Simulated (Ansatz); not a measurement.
In doubt: masses and optical values from hybrid runs of this build are listed as unsure, which bears on the screening that GW takes from such a start.

Rows from a G0W0 calculation on BP (honeycomb bilayer) (Ansatz 0.2.0; G0W0 on HSE06, plane waves, PAW; PAW set soft_1; 6×6×1 mesh, 184 empty bands, screening to 45 eV, PAW set soft_1 files), in eV. Spin-orbit coupling is left out.

```csv
row,k,band,start,Σx,Σc at the solution,Vxc
A,"(0.333, 0.333, 0.000)",c1,-4.187,-7.320,-3.077,-10.638
B,"(0.333, 0.333, 0.000)",v1,-4.831,-13.852,0.724,-13.342
C,"(0.333, 0.333, 0.000)",v2,-6.086,-13.673,1.014,-12.644
```

Give the quasiparticle energies and the shift of each level.

The quasiparticle equation reads E = start + Σx + Σc(E) − Vxc.

```csv
row,E (eV),shift (eV)
A,-3.946,+0.241
B,-4.617,+0.214
C,-6.100,−0.014
```

The gap over the computed points goes from 0.64 eV to 0.67 eV.

Limits: not at the basis limit; coarse mesh for a sheet.

[Paths, hosts, dates, memory and timing lines, banners, echoed tables and standing remarks are left out of the program output.]

[Logs are printed without paths, hosts, clocks, repeated set-up lines and the standing remarks that a program may print on its own settings, such as how far it seeks lower states.]

[Runs of the session that timed out or met a known fault of the program may be left out.]

[Cells called generated may have been cut or substituted from an entry of the Crystallography Open Database or the Materials Project.]

[Hosts, paths, dates, database ids (printed as entryN), source tags and the programs' standing remarks are cut or masked in the printed files.]
